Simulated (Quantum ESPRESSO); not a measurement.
A calculation with Quantum ESPRESSO 7.5 of TePb (ASE script, structure typed inline):

File run.py:

```python
import numpy as np
from ase.calculators.espresso import Espresso, EspressoProfile
from ase import Atoms

atoms = Atoms(['Te', 'Pb'],
              cell=[[0.0, 3.227, 3.227], [3.227, 0.0, 3.227], [3.227, 3.227, 0.0]],
              scaled_positions=[[0.51079486, 0.49068704, 0.50348481], [0.98920514, 0.00931296, 0.99651519]],
              pbc=True)

input_data = {
    'control': {'calculation': 'scf', 'prefix': 'pwscf', 'outdir': './tmp', 'tprnfor': True, 'tstress': True, 'disk_io': 'nowf'},
    'system': {'ecutwfc': 55.0, 'ecutrho': 440.0, 'nbnd': 16, 'occupations': 'smearing', 'smearing': 'fd', 'degauss': 0.00367493},
    'electrons': {'conv_thr': 4e-10, 'electron_maxstep': 120, 'mixing_beta': 0.5},
}
pseudopotentials = {'Pb': 'Pb.pbe-dn-kjpaw_psl.0.2.2.UPF', 'Te': 'Te_pbe_v1.uspp.F.UPF'}
profile = EspressoProfile(command='pw.x', pseudo_dir='pseudo')
dft = Espresso(profile=profile, input_data=input_data, pseudopotentials=pseudopotentials, kpts=(7, 7, 7), koffset=(0, 0, 0))
atoms.calc = dft

print(f'energy {atoms.get_potential_energy():.8f} eV')
print('forces (eV/A)')
print(np.round(atoms.get_forces(), 6))
print('stress (eV/A^3, Voigt)')
print(np.round(atoms.get_stress(), 8))
print(f'Fermi level {dft.get_fermi_level():.4f} eV')
```

Potentials or basis: SSSP 1.3 efficiency PBE.

Launch:

```sh
$ OMP_NUM_THREADS=1 python run.py
```

Write the same calculation in another form: native input, structure typed inline.

As run:

File pw.in:

```
&CONTROL
  calculation = 'scf'
  prefix = 'pwscf'
  outdir = './tmp'
  pseudo_dir = './pseudo'
  tprnfor = .true.
  tstress = .true.
  disk_io = 'low'
/
&SYSTEM
  ibrav = 0
  nat = 2
  ntyp = 2
  ecutwfc = 55
  ecutrho = 440
  nbnd = 16
  occupations = 'smearing'
  smearing = 'fd'
  degauss = 0.00367493
/
&ELECTRONS
  conv_thr = 4d-10
  electron_maxstep = 120
  mixing_beta = 0.5
/
ATOMIC_SPECIES
Te   127.6000 Te_pbe_v1.uspp.F.UPF
Pb   207.2000 Pb.pbe-dn-kjpaw_psl.0.2.2.UPF
CELL_PARAMETERS angstrom
   0.0000000000    3.2270000000    3.2270000000
   3.2270000000    0.0000000000    3.2270000000
   3.2270000000    3.2270000000    0.0000000000
ATOMIC_POSITIONS crystal
Te     0.5107948600    0.4906870400    0.5034848100
Pb     0.9892051400    0.0093129600    0.9965151900
K_POINTS automatic
7 7 7 0 0 0
```

Contents of pp_density.in:

```
&INPUTPP
  prefix = 'pwscf'
  outdir = './tmp'
  filplot = 'density.dat'
  plot_num = 0
/
&PLOT
  nfile = 1
  filepp(1) = 'density.dat'
  iflag = 3
  output_format = 6
  fileout = 'density.cube'
/
```

File pp_potential.in:

```
&INPUTPP
  prefix = 'pwscf'
  outdir = './tmp'
  filplot = 'potential.dat'
  plot_num = 11
/
&PLOT
  nfile = 1
  filepp(1) = 'potential.dat'
  iflag = 3
  output_format = 6
  fileout = 'potential.cube'
/
```

Potentials or basis: SSSP 1.3 efficiency PBE.

The run is started by

```console
$ OMP_NUM_THREADS=1 pw.x -in pw.in > pw.out
$ OMP_NUM_THREADS=1 pp.x -in pp_density.in > pp_density.out
$ OMP_NUM_THREADS=1 pp.x -in pp_potential.in > pp_potential.out
```

Both were run:

|  | ASE script, structure typed inline | native input, structure typed inline |
| --- | --- | --- |
| Pressure | 2.3 GPa | 2.3 GPa |
| Largest force | 0.076 eV/Å | 0.076 eV/Å |
| Band gap on the k mesh | 1.01 eV, direct | 1.01 eV, direct |

Keys that steer only the numerical path or the files written may differ.

Caveat: spin-orbit coupling is left out, which as a rule narrows the gap of such compounds by several tenths of an eV; an odd mesh through Γ misses points on the zone boundary, where band edges often lie.
